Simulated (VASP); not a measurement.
# SnO2 (R-3m) in VASP: a series of runs

Aim: see how the results for SnO2 move with the level of theory and the settings. Levels: PBE, LDA. Tasks: evGW quasiparticle levels, equation of state.

Program: VASP 6.6.1. These are calculated values, not measurements. Logs are shortened: lines on timing, memory, paths and dates and some standing lists are left out, and cuts for length are marked.

### 1 Starting point

The structure is trigonal, space group R-3m (No. 166). Conventional cell: a = 3.234 Å, b = 3.234 Å, c = 14.402 Å, α = 90.00°, β = 90.00°, γ = 120.00°. Sn (site symmetry -3m) is surrounded by 6 O at 2.13 Å. O (site symmetry 3m) has 3 Sn at 2.13 Å as nearest neighbours.

Measurements of this composition are mostly on another form, of space group No. 136.

### 2 EvGW quasiparticle levels, PBE

Contents of POSCAR:

```
SnO2
1.0
    1.6170930752      0.9336291223      4.8005925840
   -1.6170930752      0.9336291223      4.8005925840
    0.0000000000     -1.8672582446      4.8005925840
Sn O
1 2
Direct
    0.5000000000      0.5000000000      0.5000000000
    0.7628300000      0.7628300000      0.7628300000
    0.2371700000      0.2371700000      0.2371700000
```

Contents of INCAR.step1:

```
  ALGO = Fast
  EDIFF = 1E-8
  ENCUT = 450
  GGA = PE
  ISMEAR = 0
  LASPH = T
  LCHARG = F
  LREAL = F
  LWAVE = T
  NELM = 80
  PREC = Accurate
  SIGMA = 0.01
```

Contents of INCAR.step2:

```
  ALGO = Exact
  EDIFF = 1E-8
  ENCUT = 450
  GGA = PE
  ISMEAR = 0
  ISTART = 1
  LASPH = T
  LCHARG = F
  LOPTICS = T
  LREAL = F
  LWAVE = T
  NBANDS = 70
  NELM = 1
  PREC = Accurate
  SIGMA = 0.01
```

Contents of INCAR.step3:

```
  ALGO = EVGW
  EDIFF = 1E-8
  ENCUT = 450
  ENCUTGW = 100
  GGA = PE
  ISMEAR = 0
  ISTART = 1
  LASPH = T
  LCHARG = F
  LREAL = F
  LWAVE = F
  NBANDS = 70
  NBANDSGW = 21
  NELMGW = 4
  NOMEGA = 64
  PREC = Accurate
  PRECFOCK = Fast
  SIGMA = 0.01
```

Contents of KPOINTS:

```
k-points
0
Gamma
  5 5 5
```

Potentials or basis: VASP PAW PBE potentials, release 64 (Sn_d_GW, O_GW).

Launch:

```sh
$ cat potpaw_PBE.64/Sn_d_GW/POTCAR potpaw_PBE.64/O_GW/POTCAR > POTCAR
$ cp INCAR.step1 INCAR
$ mpirun -np 1 vasp_std > vasp.out
$ cp INCAR.step2 INCAR
$ mpirun -np 1 vasp_std > vasp.out
$ cp INCAR.step3 INCAR
$ mpirun -np 1 vasp_std > vasp.out
```

OUTCAR:

```text
EDIFF = 1E-8
   ENCUT = 450
   ENCUTGW = 100
   GGA = PE
   ISMEAR = 0
   ISTART = 1
   LASPH = T
   LREAL = F
   NELMGW = 4
   PREC = Accurate
   PRECFOCK = Fast

 ion  position               nearest neighbor table
   1  0.500  0.500  0.500-   3 2.13   3 2.13   2 2.13   2 2.13   3 2.13   2 2.13
   2  0.763  0.763  0.763-   1 2.13   1 2.13   1 2.13
   3  0.237  0.237  0.237-   1 2.13   1 2.13   1 2.13

  LATTYP: Found a trigonal (rhomboedric) cell.
 ALAT       =     5.1509554948
 COS(alpha) =     0.8028828391

  Lattice vectors:

 A1 = (   1.6170930752,   0.9336291223,   4.8005925840)
 A2 = (  -1.6170930752,   0.9336291223,   4.8005925840)
 A3 = (   0.0000000000,  -1.8672582446,   4.8005925840)

Analysis of symmetry for initial positions (statically):
=====================================================================
 Subroutine PRICEL returns:
 Original cell was already a primitive cell.

 Routine SETGRP: Setting up the symmetry group for a
 trigonal (rhombohedral) supercell.

 Subroutine GETGRP returns: Found 12 space group operations
 (whereof 12 operations were pure point group operations)
 out of a pool of 12 trial point group operations.

The static configuration has the point symmetry D_3d.

Analysis of symmetry for dynamics (positions and initial velocities):
=====================================================================
 Subroutine PRICEL returns:
 Original cell was already a primitive cell.

 Routine SETGRP: Setting up the symmetry group for a
 trigonal (rhombohedral) supercell.

 Subroutine GETGRP returns: Found 12 space group operations
 (whereof 12 operations were pure point group operations)
 out of a pool of 12 trial point group operations.

The dynamic configuration has the point symmetry D_3d.

 Subroutine INISYM returns: Found 12 space group operations
 (whereof 12 operations are pure point group operations),
 and found     1 'primitive' translations

----------------------------------------------------------------------------------------

                                     Primitive cell

  volume of cell :      43.4866

  direct lattice vectors                    reciprocal lattice vectors
     1.617093075  0.933629122  4.800592584     0.309196797  0.178514854  0.069435872
    -1.617093075  0.933629122  4.800592584    -0.309196797  0.178514854  0.069435872
     0.000000000 -1.867258245  4.800592584     0.000000000 -0.357029708  0.069435872

  length of vectors
     5.150955495  5.150955495  5.150955495     0.363719058  0.363719058  0.363719058

  position of ions in fractional coordinates (direct lattice)
     0.500000000  0.500000000  0.500000000
     0.762830000  0.762830000  0.762830000
     0.237170000  0.237170000  0.237170000

  ion indices of the primitive-cell ions
   primitive index   ion index
                 1           1
                 2           2
                 3           3

----------------------------------------------------------------------------------------

 KPOINTS: k-points

Automatic generation of k-mesh.
 Grid dimensions read from file:
 generate k-points for:    5    5    5

 Generating k-lattice:

  Cartesian coordinates                     Fractional coordinates (reciprocal lattice)
     0.061839359  0.035702971  0.013887174     0.200000000  0.000000000 -0.000000000
    -0.061839359  0.035702971  0.013887174     0.000000000  0.200000000 -0.000000000
     0.000000000 -0.071405942  0.013887174    -0.000000000 -0.000000000  0.200000000

  Length of vectors
     0.072743812  0.072743812  0.072743812

  Shift w.r.t. Gamma in fractional coordinates (k-lattice)
     0.000000000  0.000000000  0.000000000

 Subroutine IBZKPT returns following result:
 ===========================================

 Found     19 irreducible k-points:

 Following reciprocal coordinates:
            Coordinates               Weight
  0.000000  0.000000  0.000000      1.000000
  0.200000  0.000000  0.000000      6.000000
  0.400000  0.000000 -0.000000      6.000000
  0.200000  0.200000  0.000000      6.000000
  0.400000  0.200000 -0.000000     12.000000
 -0.400000  0.200000  0.000000     12.000000
[... 11 lines left out ...]
  0.400000  0.400000  0.400000      2.000000
 -0.400000  0.400000  0.400000      6.000000
   k-points           NKPTS =     19   k-points in BZ     NKDIM =    125   number of bands    NBANDS=     70
   number of dos      NEDOS =    301   number of ions     NIONS =      3
   total plane-waves  NPLWV =  46656
   dimension x,y,z NGX =    36 NGY =   36 NGZ =   36
   dimension x,y,z NGXF=    72 NGYF=   72 NGZF=   72
   ions per type =               1   2
   NGX,Y,Z   is equivalent  to a cutoff of  11.62, 11.62, 11.62 a.u.
   NGXF,Y,Z  is equivalent  to a cutoff of  23.24, 23.24, 23.24 a.u.
 SYSTEM =  unknown system
   PREC   = accura    normal or accurate (medium, high low for compatibility)
   ISTART =      1    job   : 0-new  1-cont  2-samecut
   ICHARG =      0    charge: 1-file 2-atom 10-const
   ISPIN  =      1    spin polarized calculation?
   LNONCOLLINEAR =      F non collinear calculations
   LSORBIT =      F    spin-orbit coupling
   LASPH  =      T    aspherical Exc in radial PAW
   ENCUT  =  450.0 eV  33.07 Ry    5.75 a.u.   8.91  8.91  8.91*2*pi/ulx,y,z
   NELM   =     60;   NELMIN=  2; NELMDL=  0     # of ELM steps
   EDIFF  = 0.1E-07   stopping-criterion for ELM
   LREAL  =      F    real-space projection
   EDIFFG = 0.1E-06   stopping-criterion for IOM
   NSW    =      0    number of steps for IOM
   IBRION =     -1    ionic relax: 0-MD 1-quasi-New 2-CG
   NFREE  =      0    steps in history (QN), initial steepest desc. (CG)
   ISIF   =      0    stress and relaxation
   ISYM   =      3    0-nonsym 1-usesym 2-fastsym
   POTIM  = 0.5000    time-step for ionic-motion
   TEBEG  =    0.0;   TEEND  =   0.0 temperature during run
   PSTRESS=    0.0 pullay stress
   NELECT =      26.0000    total number of electrons
   NUPDOWN=      -1.0000    fix difference up-down
   EMIN   =  10.00;   EMAX   =-10.00  energy-range for DOS
   EFERMI =   0.00;   METHOD = LEGACY
   ISMEAR =     0;   SIGMA  =   0.01  broadening in eV -4-tet -1-fermi 0-gaus
   EFERMI_NEDOS =   21; number of points for ismear=-14 and -15
   IALGO  =     38    algorithm
   IMIX   =      4    mixing-type and parameters
     AMIX     =   0.40;   BMIX     =  1.00
     AMIX_MAG =   1.60;   BMIX_MAG =  1.00
  volume/ion in A,a.u.               =      14.50        97.82
  Fermi-wavevector in a.u.,A,eV,Ry     =   1.379158  2.606231 25.879336  1.902078
  Thomas-Fermi vector in A             =   2.504154
   LORBIT       =      0    0 simple, 1 ext, 2 COOP (PROOUT), +10 PAW based schemes
   GGA     = PE    functional components
   LHFCALC =     T    Hartree Fock is set to
   PRECFOCK=fast      Normal, Fast or Accurate (Low or Medium for compatibility)
   ENCUT4O =  -1.0   cutoff for four orbital integrals eV
   NKREDX  =     1    reduce k-point grid by
   NKREDY  =     1    reduce k-point grid by
   NKREDZ  =     1    reduce k-point grid by
   AEXX    =    1.0000 exact exchange contribution
   HFSCREEN=    0.0000 screening length (either q_TF or 0.3 A-1)
   HFSCREENC=   0.0000 screening length for correlation (either q_TF or 0.3 A-1)
   ENCUTFOCK=  -1.0 apply spherical cutoff to Coloumb kernel
   IVDW    =     0    specifies the selected vdW correction
   LEPSILON=     F    determine dielectric tensor
   LRPA    =     F    only Hartree local field effects (RPA)
   LRPAFORCE           =     F    calculate RPA forces
   ENCUTGW             = 100.0    cutoff for response function in eV
   ENCUTGWSOFT         =  80.0    soft cutoff for Coulomb kernel in GW response function in eV
   ENCUTLF             =  -1.0    cutoff for local field effects
   NELMGW              =     4    number of iterations in solving QP/BSE equation
   NELMHF              =     1    number of iterations in the inner HF iteration
   NKREDLFX            =     1    NKREDLFY  =   1   NKREDLFZ  =   1
 non-spin polarized calculation
 Gauss-broadening in eV      SIGMA  =   0.01
  energy-cutoff  :      450.00
  volume of cell :       43.49
 maximum number of plane-waves:       961
  NGX = 20; NGY = 20; NGZ = 20
   NGX = 17   NGY = 17   NGZ = 17
 maximum number of plane-waves:       104
 NGX is ok and might be reduce to    18

 QP shifts <psi_nk| G(iteration)W_0 |psi_nk>: iteration 1
 for sc-GW calculations column KS-energies equals QP-energies in previous step
 and V_xc(KS)=  KS-energies - (<T + V_ion + V_H > + <T+V_H+V_ion>^1  + <V_x>^1)

 k-point   1 :       0.0000    0.0000    0.0000
  band No.  KS-energies  QP-energies   sigma(KS)   V_xc(KS)     V^pw_x(r,r')   Z            occupation Imag(sigma)

      1     -18.2111     -20.7503     -20.7778     -17.3578     -27.2416       0.7425       2.0000       0.4190
      2     -18.0200     -20.9201     -21.2297     -17.4613     -27.2912       0.7696       2.0000       0.3288
      3     -18.0200     -20.9201     -21.2297     -17.4613     -27.2912       0.7696       2.0000       0.3288
      4     -17.8374     -20.6612     -21.2163     -17.5027     -27.1059       0.7604       2.0000       0.2369
      5     -17.8374     -20.6612     -21.2163     -17.5027     -27.1059       0.7604       2.0000       0.2369
      6     -16.1113     -17.2906     -19.7736     -17.9350     -29.1200       0.6414       2.0000       1.1531
[... 463 lines left out ...]
     20      17.5228      18.3668      -8.3200      -9.3595      -3.8141       0.8119       0.0000      -0.2445
     21      19.7940      21.0642      -9.4018     -10.9675      -4.5568       0.8113       0.0000      -0.3155

 QP shifts <psi_nk| G(iteration)W_0 |psi_nk>: iteration 2

 k-point   1 :       0.0000    0.0000    0.0000
  band No. old QP-enery  QP-energies   sigma(KS)   T+V_ion+V_H  V^pw_x(r,r')   Z            occupation Imag(sigma)

      1     -20.7503     -21.9488     -21.4129      -0.8533     -27.2416       0.7906       2.0000       0.2185
      2     -20.9201     -22.1452     -21.8546      -0.5588     -27.2912       0.8205       2.0000       0.1594
      3     -20.9201     -22.1452     -21.8546      -0.5588     -27.2912       0.8205       2.0000       0.1594
      4     -20.6612     -21.9117     -21.8593      -0.3346     -27.1059       0.8159       2.0000       0.0284
      5     -20.6612     -21.9117     -21.8593      -0.3346     -27.1059       0.8159       2.0000       0.0284
      6     -17.2906     -18.1720     -20.3983       1.8237     -29.1200       0.6864       2.0000       0.8235
[... 463 lines left out ...]
     20      18.3668      18.6719      -8.1494      26.8823      -3.8141       0.8335       0.0000      -0.1571
     21      21.0642      21.3984      -9.2912      30.7614      -4.5568       0.8233       0.0000      -0.2022

 QP shifts <psi_nk| G(iteration)W_0 |psi_nk>: iteration 3

 k-point   1 :       0.0000    0.0000    0.0000
  band No. old QP-enery  QP-energies   sigma(KS)   T+V_ion+V_H  V^pw_x(r,r')   Z            occupation Imag(sigma)

      1     -21.9488     -22.3888     -21.6404      -0.8533     -27.2416       0.8075       2.0000       0.2494
      2     -22.1452     -22.5729     -22.0991      -0.5588     -27.2912       0.8343       2.0000       0.2184
      3     -22.1452     -22.5729     -22.0991      -0.5588     -27.2912       0.8343       2.0000       0.2184
      4     -21.9117     -22.3498     -22.1051      -0.3346     -27.1059       0.8297       2.0000       0.0693
      5     -21.9117     -22.3498     -22.1051      -0.3346     -27.1059       0.8297       2.0000       0.0693
      6     -18.1720     -18.5505     -20.5402       1.8237     -29.1200       0.6951       2.0000       0.7846
[... 463 lines left out ...]
     20      18.6719      18.7777      -8.0845      26.8823      -3.8141       0.8400       0.0000      -0.1335
     21      21.3984      21.5082      -9.2300      30.7614      -4.5568       0.8257       0.0000      -0.1714

 QP shifts <psi_nk| G(iteration)W_0 |psi_nk>: iteration 4

 k-point   1 :       0.0000    0.0000    0.0000
  band No. old QP-enery  QP-energies   sigma(KS)   T+V_ion+V_H  V^pw_x(r,r')   Z            occupation Imag(sigma)

      1     -22.3888     -22.5310     -21.7110      -0.8533     -27.2416       0.8102       2.0000       0.2666
      2     -22.5729     -22.7097     -22.1773      -0.5588     -27.2912       0.8385       2.0000       0.2468
      3     -22.5729     -22.7097     -22.1773      -0.5588     -27.2912       0.8385       2.0000       0.2468
      4     -22.3498     -22.4892     -22.1823      -0.3346     -27.1059       0.8341       2.0000       0.0930
      5     -22.3498     -22.4892     -22.1823      -0.3346     -27.1059       0.8341       2.0000       0.0930
      6     -18.5505     -18.6921     -20.5770       1.8237     -29.1200       0.6979       2.0000       0.7781
[... 446 lines left out ...]
      3     -22.5131     -22.6493     -22.2461      -0.4293     -27.3762       0.8390       2.0000       0.2480
      4     -22.3791     -22.5184     -22.0990      -0.4469     -27.0212       0.8352       2.0000       0.0955
      5     -22.3334     -22.4718     -22.1511      -0.3477     -27.0548       0.8369       2.0000       0.0892
      6     -18.0957     -18.2305     -20.8746       2.5878     -29.5548       0.7052       2.0000       0.7937
[... 9 lines left out ...]
     16      13.5569      13.5877     -10.9897      24.5835      -6.8332       0.8357       0.0000      -0.0694
     17      15.8342      15.8723     -11.1015      26.9817      -6.5382       0.8285       0.0000      -0.0996
     18      15.2756
```

It took 48 min on 1 thread of AMD EPYC 9R45 (Zen 5), shared host; peak memory 0.5 GiB.

Results:

* Band gap on the k mesh, mean-field level: 1.91 eV, indirect (least direct gap 2.03 eV)
* Quasiparticle gap: 3.98 eV
* Least direct quasiparticle gap: 4.10 eV

Quasiparticle gap after each update of the energies (eV): 3.26, 3.75, 3.92, 3.98

Caveat: the k mesh is coarse (spacing up to 0.46 Å⁻¹), so the values aren't converged; bands, screening cutoff and mesh are small and nothing is extrapolated, so the quasiparticle values aren't converged; spin-orbit coupling is left out, which moves the levels of the heavy elements; an odd mesh through Γ misses points on the zone boundary, where band edges often lie.

(Continued in part 2 of 2.)
